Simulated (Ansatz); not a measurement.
BaSnO$_{3}$:
```
CELL_PARAMETERS angstrom
      4.17601     0.00000     0.00000
      0.00000     4.17601     0.00000
      0.00000     0.00000     4.17601
ATOMIC_POSITIONS crystal
  Sn 0.00000 0.00000 0.00000
  Ba 0.50000 0.50000 0.50000
  O  0.50000 0.00000 0.00000
  O  0.00000 0.50000 0.00000
  O  0.00000 0.00000 0.50000
```

Relaxed with PBE. Special points in fractions of this cell's reciprocal vectors: Γ (0.000, 0.000, 0.000); X (0.000, 0.500, 0.000); M (0.500, 0.500, 0.000); R (0.500, 0.500, 0.500).

**Question.** List the band energies nearest the valence-band maximum at these points for the program Ansatz at the PBE level (PAW).

**Answer.** In eV from the valence-band maximum; about four levels below and three above (degenerate sets whole), none deeper than 8.9 eV; points with the same levels are listed once.

```csv
k,below,above
Γ,-0.99 -0.99 -0.99 -0.49 -0.49 -0.49,0.48 4.96 4.96
X,-1.08 -1.08 -0.97 -0.97,4.52 6.69 6.93
M,-1.10 -1.10 -0.77 -0.05,6.39 7.63 7.80
R,-0.75 -0.75 0.00 0.00 0.00,5.11 5.11 5.11
```

Space group Pm-3m (cubic perovskite). The PBE relaxation kept the symmetry of its start. At this level the phase is dynamically unstable (imaginary phonons). Scalar-relativistic: spin–orbit coupling is off unless named, which matters more the heavier the elements.

Potentials: the later of the program's two PAW sets.
